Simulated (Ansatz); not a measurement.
GaSb built on the zincblende prototype, relaxed with r2SCAN in the PAW code Ansatz. It is cubic, F-43m (No. 216); conventional cell a = 6.132 Å, 28.82 Å³ an atom. Ga is surrounded by 4 Sb at 2.66 Å; Sb is surrounded by 4 Ga at 2.66 Å.

The axes x, y and z are those of this cell:
```
Ga Sb
1.0
     0.00000    3.06588    3.06588
     3.06588    0.00000    3.06588
     3.06588    3.06588    0.00000
Ga Sb
1 1
Direct
  0.00000 0.00000 0.00000
  0.25000 0.25000 0.25000
```

Unstrained: r2SCAN gives a direct gap of 0.414 eV at Γ. HSE06 gives a direct gap of 0.772 eV at Γ. Meshes: r2SCAN 8×8×8, HSE06 6×6×6. Strains are changes of length per length. After each strain the atoms were relaxed again with r2SCAN within the symmetry that the strain leaves, so tilts or polar shifts that break it weren't tested; points keep the names that they have in the unstrained zone. (Simulation; spin polarisation is off.)

Problem. Apply uniaxial +3.0 % along z, other directions held. How far does the gap move, against the unstrained cell?

Solution. r2SCAN: the gap goes from 0.414 to 0.126 eV (-0.288 eV); so small a gap is at the limit of these settings; with r2SCAN the top three valence levels at Γ, degenerate before, become 2+1 from the top over 183 meV. HSE06: the gap goes from 0.772 to 0.462 eV (-0.310 eV). The r2SCAN energy rises by 6.8 meV an atom.

Problem. Apply uniaxial +2.0 % along z, other directions held. How far does the gap move, against the unstrained cell?

Solution. r2SCAN: the gap goes from 0.414 to 0.222 eV (-0.192 eV); with r2SCAN the top three valence levels at Γ, degenerate before, become 2+1 from the top over 122 meV. HSE06: the gap goes from 0.772 to 0.566 eV (-0.206 eV). The r2SCAN energy rises by 3.1 meV an atom.

Problem. Estimate what uniaxial -1.0 % along z, other directions held does to the gap.

Solution. r2SCAN: the gap goes from 0.414 to 0.449 eV (+0.035 eV); with r2SCAN the top three valence levels at Γ, degenerate before, become 1+2 from the top over 61 meV. HSE06: the gap goes from 0.772 to 0.812 eV (+0.040 eV). The r2SCAN energy rises by 0.8 meV an atom.

Problem. Apply uniaxial +4.0 % along z, other directions held. How far does the gap move, against the unstrained cell?

Solution. r2SCAN: the gap goes from 0.414 to 0.029 eV (-0.385 eV); so small a gap is at the limit of these settings; with r2SCAN the top three valence levels at Γ, degenerate before, become 2+1 from the top over 244 meV. HSE06: the gap goes from 0.772 to 0.358 eV (-0.414 eV). The r2SCAN energy rises by 12.0 meV an atom.

Problem. Apply uniaxial -3.0 % along z, other directions held. How far does the gap move, against the unstrained cell?

Solution. r2SCAN: the gap goes from 0.414 to 0.519 eV (+0.105 eV); with r2SCAN the top three valence levels at Γ, degenerate before, become 1+2 from the top over 182 meV. HSE06: the gap goes from 0.772 to 0.892 eV (+0.120 eV). The r2SCAN energy rises by 7.2 meV an atom.

Problem. Apply uniaxial -2.0 % along z, other directions held. How far does the gap move, against the unstrained cell?

Solution. r2SCAN: the gap goes from 0.414 to 0.484 eV (+0.070 eV); with r2SCAN the top three valence levels at Γ, degenerate before, become 1+2 from the top over 122 meV. HSE06: the gap goes from 0.772 to 0.852 eV (+0.080 eV). The r2SCAN energy rises by 3.2 meV an atom.

Problem. Estimate what uniaxial +1.0 % along z, other directions held does to the gap.

Solution. r2SCAN: the gap goes from 0.414 to 0.318 eV (-0.096 eV); with r2SCAN the top three valence levels at Γ, degenerate before, become 2+1 from the top over 61 meV. HSE06: the gap goes from 0.772 to 0.669 eV (-0.103 eV). The r2SCAN energy rises by 0.8 meV an atom.

Problem. Apply uniaxial -4.0 % along z, other directions held. How far does the gap move, against the unstrained cell?

Solution. r2SCAN: the gap goes from 0.414 to 0.555 eV (+0.141 eV); with r2SCAN the top three valence levels at Γ, degenerate before, become 1+2 from the top over 242 meV. HSE06: the gap goes from 0.772 to 0.924 eV (+0.152 eV); the edges move from Γ to Γ → L [(0, 0, 1/2)]; least and direct gap lie within 0.04 eV, so its kind isn't settled. The r2SCAN energy rises by 12.9 meV an atom.

No spin-orbit coupling is included; it can move band edges with weight on the heavy atoms by tenths of an eV.

Gaps or overlaps of about a tenth of an eV are at the limit of these meshes: between the points read a gap can be smaller or closed.

The meshes of the hybrids are coarse, so their gaps aren't converged to the digits shown.

The splittings at Γ are without spin-orbit coupling, which regroups them where it is of like size or larger.
